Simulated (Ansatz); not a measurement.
Input:

NaBr (rock salt)

```xyz
2
Lattice="0.0000 2.9738 2.9738 2.9738 0.0000 2.9738 2.9738 2.9738 0.0000" Properties=species:S:1:pos:R:3 pbc="T T T"
Br     0.0000     0.0000     0.0000
Na     2.9738     2.9738     2.9738
```

The volume is varied about the relaxed value V₀ at fixed cell shape. Symmetry pins the atoms to their sites.

These are r2SCAN (plane waves to 500 eV, PAW, scalar-relativistic; Ansatz, a program for electronic structure) values and carry that method's errors. k mesh 10×10×10 (Γ-centred), Fermi-Dirac smearing 0.05 eV. Energies are smeared free energies. Compression counts positive. NaBr was relaxed with its symmetry unable to fall. ΔE is measured from the relaxed starting cell.

The scan covers V/V₀ from 0.900 to 1.100 in 9 points.

What is ΔE at V/V₀ = 1.100?

15.3 meV/atom.

What pressure does the cell carry at V/V₀ = 0.900?

3.03 GPa.

What is ΔE at V/V₀ = 0.900?

22.5 meV/atom.

(Under strain, the slope of the energy per volume gives the stress and its curvature an elastic modulus.)
